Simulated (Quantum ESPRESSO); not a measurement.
Runs of Quantum ESPRESSO 7.5 on Ir. The structure is cubic, space group Fm-3m (No. 225). The conventional cell has a = 3.831 Å, b = 3.831 Å, c = 3.831 Å, α = 90.00°, β = 90.00°, γ = 90.00°. Ir (site symmetry m-3m) has 12 Ir at 2.71 Å as nearest neighbours. 

```csv
U,gap on the mesh (eV),pressure (GPa)
Ir d U = 2.0 eV,none,5.8
Ir d U = 4.0 eV,none,(b)
Ir d U = 0.0001 eV,none,(a)
Ir d U = 8.0 eV,none,-6.3
Ir d U = 6.0 eV,none,-2.6
```

Alike in all rows: task Hubbard U by linear response; level PBE+U; potentials or basis PseudoDojo 0.4.1 SR PBE standard; no spin polarisation; cell as given; k mesh 10 × 10 × 10; cutoff (eV) 925; smearing cold 0.2 eV.

Question: Estimate the missing entries.

Answer: (a) 10.8; (b) 1.4.

Caveats: the computed U isn't converged in cell size; U without spin polarisation on a metal has little footing; the U is typed as a test and isn't derived for this compound.

A k mesh can miss the band edges, and the runs leave out spin-orbit coupling on Ir.

A gap of «none» marks a metal or a gap under the smearing width.
